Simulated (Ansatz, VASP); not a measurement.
# One calculation of Al4P, two programs

File INCAR:

```
PREC = Accurate ; ENCUT = 600
EDIFF = 1E-6 ; ISMEAR = 0
SIGMA = 0.1 ; LREAL = False
LASPH = True ; NELM = 80
ALGO = Normal ; ISIF = 3
LWAVE = False ; LCHARG = False
GGA = PE ; IBRION = 2
NSW = 100 ; EDIFFG = -0.01
```

Contents of KPOINTS:

```
regular mesh
0
Gamma
  10 10 10
```

POSCAR

```
Al4P
1.0
   -2.8942031158      2.8942031158      2.8942031158
    2.8942031158     -2.8942031158      2.8942031158
    2.8942031158      2.8942031158     -2.8942031158
Al P
4 1
Direct
    0.0000000000      0.5000000000      0.0000000000
    0.5000000000      0.5000000000      0.5000000000
    0.0000000000      0.0000000000      0.5000000000
    0.5000000000      0.0000000000      0.0000000000
    0.0000000000      0.0000000000      0.0000000000
```

Input for Ansatz:

```yaml
crystal:
  lattice:
    - [-2.8942031158, 2.8942031158, 2.8942031158]
    - [2.8942031158, -2.8942031158, 2.8942031158]
    - [2.8942031158, 2.8942031158, -2.8942031158]
  atoms:
    - { symbol: Al, position: [0.0, 0.5, 0.0] }
    - { symbol: Al, position: [0.5, 0.5, 0.5] }
    - { symbol: Al, position: [0.0, 0.0, 0.5] }
    - { symbol: Al, position: [0.5, 0.0, 0.0] }
    - { symbol: P, position: [0.0, 0.0, 0.0] }
basis:
  ecutwfc: 420
kpoints:
  mp_grid: { grid: [10, 10, 10] }
hamiltonian:
  xc: pbe
scf:
  occupations: { method: gaussian, width: 0.1 }
output:
  forces: true
  stress: true
  eigenvalues: true
  write_density: true
  write_potential: true
  elf: true
  volumetric_format: npy
relax:
  adjacent_minimum: "off"
  f_tol: 0.01
  max_steps: 80
  cell: { stress_tol: 0.05 }
```

Change from the starting cell: species swapped into the GeF4 type (I-43m, No. 217).

Alike in both runs: task relaxation of cell and atoms; functional PBE; k mesh 10 × 10 × 10; occupations gaussian, width 0.1 eV; no spin polarisation.

|  | VASP | Ansatz |
| --- | --- | --- |
| version | VASP 6.6.1 | Ansatz 0.2.0 |
| potentials or method | VASP PAW PBE potentials, release 64 (Al, P) | scalar-relativistic, plane waves, PAW |
| plane-wave cutoff (eV) | 600 | 420 |
| valence electrons in the cell | 17 | 17 |

```csv
,VASP,Ansatz,Ansatz less VASP
"gap on the k mesh at the Fermi level, each at its own relaxed structure (eV)",none,none,-
relaxed volume (Å³/atom),19.39,19.39,0.000
relaxed cell length with the largest relative difference (Å),5.013,5.013,0.0000
```

A gap of «none» marks a metal or a gap that the smearing closes.

Caveats: the relaxation stopped at its first step, so nothing moved.
